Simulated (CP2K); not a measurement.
PbS (Galena):

```
Pb S
1.0
     4.19420    0.00000    0.00000
     2.09710    3.63229    0.00000
     2.09710    1.21076    3.42455
Pb S
1 1
Direct
  0.00000 0.00000 0.00000
  0.50000 0.50000 0.50000
```

- Program: CP2K 2026.2
- Task: single point
- Functional: PBE
- Potentials or basis: POTENTIAL_UZH Pb GTH-PBE-q4, S GTH-PBE-q6; TZVP-MOLOPT-PBE-GTH basis
- Density cutoff: 6123 eV
- k mesh: 8 × 8 × 8
- Occupations: fermi-dirac, width 0.05 eV
- Spin: no spin polarisation

On this cell: pressure 2.9 GPa; largest force zero by symmetry; band gap on the k mesh 0.23 eV, direct.

The same run follows on a disturbed copy (atoms moved at random, drawn with an rms of 0.05 Å):

```
Pb S
1.0
     4.19420    0.00000    0.00000
     2.09710    3.63229    0.00000
     2.09710    1.21076    3.42455
Pb S
1 1
Direct
  0.98849 0.01386 0.99772
  0.49387 0.50530 0.49704
```

Problem. What does the disturbed cell give?

Solution. The energy moves by +0.2 meV/atom; pressure 2.9 GPa; largest force 0.025 eV/Å; band gap on the k mesh 0.23 eV, direct.

Forces in eV/Å, atoms in the order of the input:
```
Pb   0.002 -0.025 -0.002
S   -0.002  0.025  0.002
```

Caveats: spin-orbit coupling is left out, which as a rule narrows the gap of such compounds by several tenths of an eV; the basis of atomic orbitals isn't converged, which shifts pressures, moduli and gaps.

A k mesh can miss the band edges.
